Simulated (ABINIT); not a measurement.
Mo:

```xyz
1
Lattice="-1.5838 1.5838 1.5838 1.5838 -1.5838 1.5838 1.5838 1.5838 -1.5838" Properties=species:S:1:pos:R:3 pbc="T T T"
Mo    0.0000    0.0000    0.0000
```

Program: ABINIT 10.8.3 (patched build). Alike in all runs: potentials or basis JTH PAW PBE v2.0; cell as given; cutoff (eV) 408; smearing fermi-dirac 0.05 eV. Hardware: 1 thread of Intel(R) Xeon(R) Processor @ 2.70GHz (shared host).

Order these runs on this cell by their wall time, lowest first.
A. task band structure; level SOGGA; spin off; k mesh 12 × 12 × 12; mesh quality not flagged
B. task single point; level PBEsol; spin off; k mesh 7 × 7 × 7; mesh quality coarse
C. task band structure; level SOGGA; spin SOC, no magnetisation; k mesh 12 × 12 × 12; mesh quality not flagged

B (5.7 s), A (12 s), C (41 s).

Caveats: some runs use coarse meshes.

Runs at the PBE level aren't shown here.
